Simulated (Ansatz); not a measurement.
**Osmium, bcc under PBE: structure, energy and stiffness**

What does PBE give for osmium in the bcc structure? We relax it, solve it on a dense k-mesh, switch on spin-orbit coupling, then scale the cell to 7 volumes from 88 to 112 % of the relaxed one and try a fit of the equation of state. The k-meshes are 14×14×14 for the relaxation; 23×23×23 for the dense run; 14×14×14 for spin-orbit coupling; 16×16×16 for the volumes.

This is Os in the bcc structure; at room conditions it is hcp.

Program: Ansatz 0.2.0. Level of theory: DFT PBE, plane waves (420 eV) with PAW, scalar-relativistic. These are calculated values, not measurements.

## Step 1: The starting structure

It takes space group Im-3m (No. 229, cubic). The conventional cell has a = 3.036 Å, b = 3.036 Å, c = 3.036 Å, α = 90.00°, β = 90.00°, γ = 90.00°. Around Os (site symmetry m-3m) lie 8 Os at 2.63 Å.

Structure file:

```
Os
1.0
    -1.51798    1.51798    1.51798
     1.51798   -1.51798    1.51798
     1.51798    1.51798   -1.51798
Os
1
Direct
  0.00000 0.00000 0.00000
```

## Step 2: Relaxing cell and atoms

Contents of input.yaml:

```yaml
crystal:
  lattice:
    - [-1.5179840853, 1.5179840853, 1.5179840853]
    - [1.5179840853, -1.5179840853, 1.5179840853]
    - [1.5179840853, 1.5179840853, -1.5179840853]
  atoms:
    - { symbol: Os, position: [0.0, 0.0, 0.0] }
hamiltonian:
  xc: pbe
  pseudopotentials:
    kind: paw
    azcp:
      Os: "pseudopotentials/Os.paw.azcp"
basis:
  ecutwfc: 420
  fft_grid_basis: typed
kpoints:
  mp_grid: { grid: [14, 14, 14], shift: [0, 0, 0] }
magnetization:
  spin_polarized: false
scf:
  occupations: { method: fermi_dirac, width: 0.1 }
relax:
  max_steps: 60
  f_tol: 0.01
  cell: {}
output:
  write_density: true
  write_potential: true
  elf: true
  volumetric_format: npy
```

Command:

```
$ ansatz run input.yaml --threads 1 --pin off --max-ram 3584MiB --backend cpu --events-out ev --progress --plain --runs-dir out
```

The runs that follow: The energy on a finer k-mesh; With spin-orbit coupling; Equation of state: 88 %; Equation of state: 92 %; Equation of state: 96 %; Equation of state: 100 %; Equation of state: 104 %; Equation of state: 108 %; Equation of state: 112 %.

Q: Predict the outcome of this session. Wanted: space group; conventional cell; volume; shortest distance; gap on the mesh; relative to hcp; V₀, B₀, B₀′.

As calculated:

| quantity | value |
| --- | --- |
| space group (spins left aside) | Im-3m (No. 229) |
| conventional cell | a = 3.093 Å |
| volume | 14.790 Å³/atom |
| shortest distance | 2.678 Å |
| gap on the mesh | none (levels filled in part) |
| relative to hcp | +890 meV/atom |
| V₀, B₀, B₀′ | 14.774 Å³/atom, 352 GPa, 4.8 |

In words: The relaxation enlarged the cell by 5.7 % in volume. It lies 890 meV/atom above the element's reference form at the same level (hcp, from a run of its own), so it is far from stable. No gap shows: it is a metal or semimetal at this level. Totals with and without spin-orbit coupling (-29.3 eV/atom apart) can't be read as binding, since the two-component data shift the zero of energy. The fitted modulus is 352 GPa, among the stiffest elements. The symmetry was held, so the structure may be unstable against distortions that break it.
